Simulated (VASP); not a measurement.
# HfC (Fm-3m) in VASP: further runs, part 2 of 2

VASP 6.6.1.

## Step 3: Relaxation of cell and atoms, RPBE+D4

INCAR reads:

```
PREC = Accurate
ENCUT = 600
EDIFF = 1E-7
ISMEAR = -1
SIGMA = 0.05
LREAL = False
LASPH = True
NELM = 80
ALGO = Normal
ISIF = 3
LWAVE = False
LCHARG = False
GGA = RP
IVDW = 13
IBRION = 2
NSW = 40
EDIFFG = -0.01
```

KPOINTS reads:

```
Automatic mesh
0
Gamma
  10 10 10
```

POSCAR reads:

```
HfC
1.0
    0.0000000000      2.3250000000      2.3250000000
    2.3250000000      0.0000000000      2.3250000000
    2.3250000000      2.3250000000      0.0000000000
Hf C
1 1
Direct
    0.5000000000      0.5000000000      0.5000000000
    0.0000000000      0.0000000000      0.0000000000
```

Potentials or basis: VASP PAW PBE potentials, release 64 (Hf_pv, C).

Run with:

```bash
$ cat potpaw_PBE.64/Hf_pv/POTCAR potpaw_PBE.64/C/POTCAR > POTCAR
$ mpirun -np 1 vasp_std > vasp.out
```

It took 34 s on 1 thread of Intel Xeon Platinum 8375C at 2.90GHz (Ice Lake), shared host; peak memory 0.17 GiB.

It converged, with:

```yaml
Free_energy: -21.0772 eV
Relaxed_volume: 12.36 Å³/atom
Relaxed_cell: a = 3.270 Å, b = 3.270 Å, c = 3.270 Å, α = 60.00°, β = 60.00°, γ = 60.00°
Space_group_after_relaxing_to_0.05_Å: Fm-3m (No. 225)
Energy_gained_by_relaxing: 2.6 meV/atom
Ionic_steps: 3
Pressure_after_relaxing: 0.0 GPa
Band_gap_on_the_k_mesh: none (metal or under the smearing width)
Dispersion_energy_per_atom: -0.479 eV
```

The path:
```
step  energy change (eV)  largest force (eV/Å)  pressure (GPa)  volume (Å³)
   1              0.0000                0.0000           -3.87        25.14
   2              0.0091                0.0000            6.99        24.05
   3             -0.0051                0.0000           -0.01        24.72
```

Final structure:
```cif
data_structure
_symmetry_space_group_name_H-M 'P 1'
_symmetry_Int_Tables_number 1
_cell_length_a 3.2699
_cell_length_b 3.2699
_cell_length_c 3.2699
_cell_angle_alpha 60.000
_cell_angle_beta 60.000
_cell_angle_gamma 60.000
_cell_volume 24.72
loop_
_atom_site_label
_atom_site_type_symbol
_atom_site_fract_x
_atom_site_fract_y
_atom_site_fract_z
_atom_site_occupancy
Hf1 Hf 0.50000 0.50000 0.50000 1
C1 C 0.00000 0.00000 0.00000 1
```

Levels at points of the mesh, in eV from the Fermi level:
```
           k point  band 5  band 6  band 7  band 8  band 9  band 10
(0.00, 0.00, 0.00)    0.98    0.98    0.98    1.40    1.40     1.40
(0.50, 0.00, 0.00)   -6.24   -3.06   -3.06    5.42    5.42     5.90
(0.50, 0.50, 0.00)   -2.62   -1.84   -0.12   -0.12    5.39     6.88
```

Caveat: the PAW data sets were made with another functional, which shifts forces and pressure a little; pairwise dispersion overbinds metals, which lowers pressure and volume. The run has no spin-orbit coupling, so splittings on Hf are missing.

## Step 4: Relaxation of cell and atoms, revPBE+D3

INCAR reads:

```
ALGO     = Fast           # electronic algorithm
EDIFF    = 1E-6           # SCF threshold, eV
EDIFFG   = -0.005         # ionic threshold
ENCUT    = 600            # plane-wave cutoff, eV
GGA      = RE             # functional
IBRION   = 2              # ionic algorithm
ISIF     = 3              # what is computed and relaxed
ISMEAR   = -1             # smearing method
IVDW     = 11             # dispersion correction
LASPH    = T              # aspherical terms in the spheres
LCHARG   = F              # write CHGCAR
LREAL    = F              # projectors in reciprocal space
LWAVE    = F              # write WAVECAR
NELM     = 60             # most SCF steps
NSW      = 40             # ionic steps
PREC     = Accurate       # precision mode
SIGMA    = 0.05           # smearing width, eV
```

KPOINTS reads:

```
k-points
0
Gamma
  10 10 10
```

POSCAR is that of step 3.

Run with:

```bash
$ cat potpaw_PBE.64/Hf_pv/POTCAR potpaw_PBE.64/C/POTCAR > POTCAR
$ mpirun -np 1 vasp_std > vasp.out
```

It took 36 s on 1 thread of Intel Xeon Platinum 8375C at 2.90GHz (Ice Lake), shared host; peak memory 0.18 GiB.

The run converged. Its results:

```yaml
Free_energy: -21.2275 eV
Relaxed_volume: 12.28 Å³/atom
Relaxed_cell: a = 3.263 Å, b = 3.263 Å, c = 3.263 Å, α = 60.00°, β = 60.00°, γ = 60.00°
Space_group_after_relaxing_to_0.05_Å: Fm-3m (No. 225)
Energy_gained_by_relaxing: 5.0 meV/atom
Ionic_steps: 4
Pressure_after_relaxing: 0.1 GPa
Band_gap_on_the_k_mesh: none (metal or under the smearing width)
Dispersion_energy_per_atom: -0.476 eV
```

Step by step:
```csv
step,energy change (eV),largest force (eV/Å),pressure (GPa),volume (Å³)
1,0.0000,0.0000,-5.47,25.14
2,0.0210,0.0000,10.76,23.61
3,-0.0100,0.0000,-0.09,24.57
4,-0.0100,0.0000,0.06,24.56
```

Final structure:
```cif
data_structure
_symmetry_space_group_name_H-M 'P 1'
_symmetry_Int_Tables_number 1
_cell_length_a 3.2627
_cell_length_b 3.2627
_cell_length_c 3.2627
_cell_angle_alpha 60.000
_cell_angle_beta 60.000
_cell_angle_gamma 60.000
_cell_volume 24.56
loop_
_atom_site_label
_atom_site_type_symbol
_atom_site_fract_x
_atom_site_fract_y
_atom_site_fract_z
_atom_site_occupancy
Hf1 Hf 0.50000 0.50000 0.50000 1
C1 C 0.00000 0.00000 0.00000 1
```

Levels at points of the mesh, in eV from the Fermi level:
| k point | band 5 | band 6 | band 7 | band 8 | band 9 | band 10 |
| --- | --- | --- | --- | --- | --- | --- |
| (0.00, 0.00, 0.00) | 0.99 | 0.99 | 0.99 | 1.40 | 1.40 | 1.40 |
| (0.50, 0.00, 0.00) | -6.27 | -3.08 | -3.08 | 5.45 | 5.45 | 5.94 |
| (0.50, 0.50, 0.00) | -2.60 | -1.86 | -0.10 | -0.10 | 5.43 | 6.93 |

Caveat: the PAW data sets were made with another functional, which shifts forces and pressure a little; pairwise dispersion overbinds metals, which lowers pressure and volume. The run has no spin-orbit coupling, so splittings on Hf are missing.

## Step 5: Relaxation of cell and atoms, revPBE+D3(BJ)

INCAR reads:

```
PREC = Accurate
ENCUT = 600
EDIFF = 1E-6
ISMEAR = -1
SIGMA = 0.05
LREAL = False
LASPH = True
NELM = 60
ALGO = Normal
ISIF = 3
LWAVE = False
LCHARG = False
GGA = RE
IVDW = 12
IBRION = 2
NSW = 40
EDIFFG = -0.02
```

KPOINTS reads:

```
regular mesh
0
Gamma
  10 10 10
```

POSCAR is that of step 4.

Run with:

```bash
$ cat potpaw_PBE.64/Hf_pv/POTCAR potpaw_PBE.64/C/POTCAR > POTCAR
$ mpirun -np 1 vasp_std > vasp.out
```

It took 28 s on 1 thread of Intel Xeon Platinum 8375C at 2.90GHz (Ice Lake), shared host; peak memory 0.18 GiB.

Results (log left out):

* Free energy: -21.6226 eV
* Relaxed volume: 12.23 Å³/atom
* Relaxed cell: a = 3.258 Å, b = 3.258 Å, c = 3.258 Å, α = 60.00°, β = 60.00°, γ = 60.00°
* Space group after relaxing (to 0.05 Å): Fm-3m (No. 225)
* Energy gained by relaxing: 7.2 meV/atom
* Ionic steps: 3
* Pressure after relaxing: -0.1 GPa
* Band gap on the k mesh: none (metal or under the smearing width)
* Dispersion energy per atom: -0.677 eV

The path:
```tsv
step	energy change (eV)	largest force (eV/Å)	pressure (GPa)	volume (Å³)
1	0.0000	0.0000	-6.56	25.14
2	0.0301	0.0000	13.09	23.31
3	-0.0145	0.0000	-0.13	24.46
```

Final structure:
```cif
data_structure
_symmetry_space_group_name_H-M 'P 1'
_symmetry_Int_Tables_number 1
_cell_length_a 3.2581
_cell_length_b 3.2581
_cell_length_c 3.2581
_cell_angle_alpha 60.000
_cell_angle_beta 60.000
_cell_angle_gamma 60.000
_cell_volume 24.46
loop_
_atom_site_label
_atom_site_type_symbol
_atom_site_fract_x
_atom_site_fract_y
_atom_site_fract_z
_atom_site_occupancy
Hf1 Hf 0.50000 0.50000 0.50000 1
C1 C 0.00000 0.00000 0.00000 1
```

Levels at points of the mesh, in eV from the Fermi level:
```
           k point  band 5  band 6  band 7  band 8  band 9  band 10
(0.00, 0.00, 0.00)    0.99    0.99    0.99    1.40    1.40     1.40
(0.50, 0.00, 0.00)   -6.28   -3.10   -3.10    5.48    5.48     5.97
(0.50, 0.50, 0.00)   -2.60   -1.87   -0.10   -0.10    5.46     6.97
```

Caveat: the PAW data sets were made with another functional, which shifts forces and pressure a little; pairwise dispersion overbinds metals, which lowers pressure and volume.

## Step 6: Relaxation of cell and atoms, revPBE+D4

INCAR reads:

```
SYSTEM = HfC
ALGO     = Normal         ! electronic algorithm
EDIFF    = 1E-6           ! SCF threshold, eV
EDIFFG   = -0.01          ! ionic threshold
ENCUT    = 600            ! plane-wave cutoff, eV
GGA      = RE             ! functional
IBRION   = 2              ! ionic algorithm
ISIF     = 3              ! what is computed and relaxed
ISMEAR   = -1             ! smearing method
IVDW     = 13             ! dispersion correction
LASPH    = .True.         ! aspherical terms in the spheres
LCHARG   = .False.        ! write CHGCAR
LREAL    = .False.        ! projectors in reciprocal space
LWAVE    = .False.        ! write WAVECAR
NELM     = 60             ! most SCF steps
NSW      = 40             ! ionic steps
PREC     = Accurate       ! precision mode
SIGMA    = 0.05           ! smearing width, eV
```

KPOINTS reads:

```
k-points
0
Gamma
  10 10 10
  0 0 0
```

POSCAR is that of step 5.

Potentials or basis: VASP PAW PBE potentials, release 64 (Hf_pv, C).

Run with:

```bash
$ cat potpaw_PBE.64/Hf_pv/POTCAR potpaw_PBE.64/C/POTCAR > POTCAR
$ mpirun -np 1 vasp_std > vasp.out
```

Wall time 29 s (1 thread of Intel Xeon Platinum 8375C at 2.90GHz (Ice Lake), shared host); peak memory 0.17 GiB.

Results (log left out):

| Item | Value |
| --- | --- |
| Free energy | -21.1375 eV |
| Relaxed volume | 12.34 Å³/atom |
| Relaxed cell | a = 3.268 Å, b = 3.268 Å, c = 3.268 Å, α = 60.00°, β = 60.00°, γ = 60.00° |
| Space group after relaxing (to 0.05 Å) | Fm-3m (No. 225) |
| Energy gained by relaxing | 3.2 meV/atom |
| Ionic steps | 3 |
| Pressure after relaxing | -0.1 GPa |
| Band gap on the k mesh | none (metal or under the smearing width) |
| Dispersion energy per atom | -0.428 eV |

The path:
```
step  energy change (eV)  largest force (eV/Å)  pressure (GPa)  volume (Å³)
   1              0.0000                0.0000           -4.35        25.14
   2              0.0121                0.0000            8.06        23.92
   3             -0.0064                0.0000           -0.05        24.68
```

Final structure:
```xyz
2
Lattice="0.0000 2.3107 2.3107 2.3107 0.0000 2.3107 2.3107 2.3107 0.0000" Properties=species:S:1:pos:R:3 pbc="T T T"
Hf    2.3107    2.3107    2.3107
C     0.0000    0.0000    0.0000
```

Levels at points of the mesh, in eV from the Fermi level:
```
           k point  band 3  band 4  band 5  band 6  band 7  band 8  band 9  band 10  band 11
(0.00, 0.00, 0.00)  -29.53  -12.47    0.98    0.98    0.98    1.39    1.39     1.39     3.43
(0.50, 0.00, 0.00)  -29.60   -8.64   -6.25   -3.07   -3.07    5.43    5.43     5.90     6.60
(0.50, 0.50, 0.00)  -29.78  -10.57   -2.61   -1.84   -0.11   -0.11    5.40     6.89     6.89
```

Caveat: the PAW data sets were made with another functional, which shifts forces and pressure a little; pairwise dispersion overbinds metals, which lowers pressure and volume. Spin-orbit coupling is left out, which matters for the levels of Hf.

## Step 7: Overview

```csv
level,gap on the mesh (eV),pressure (GPa),relaxed volume (Å³/atom)
RPBE+D3(BJ),none,0.0,11.24
RPBE+D4,none,0.0,12.36
revPBE+D3,none,0.1,12.28
revPBE+D3(BJ),none,-0.1,12.23
revPBE+D4,none,-0.1,12.34
```

Alike in all rows: task relaxation of cell and atoms; potentials or basis VASP PAW PBE potentials, release 64 (Hf_pv, C); no spin polarisation; cell relaxed; k mesh 10 × 10 × 10; cutoff (eV) 600; smearing fermi-dirac 0.05 eV.

Caveats: the PAW data sets were made with another functional, which shifts forces and pressure a little; pairwise dispersion overbinds metals, which lowers pressure and volume; the volume moved by -11 % from the deposited cell, more than functionals usually miss (some runs).

Total energies depend on the potentials used, so only differences within one code and one set of settings carry meaning.
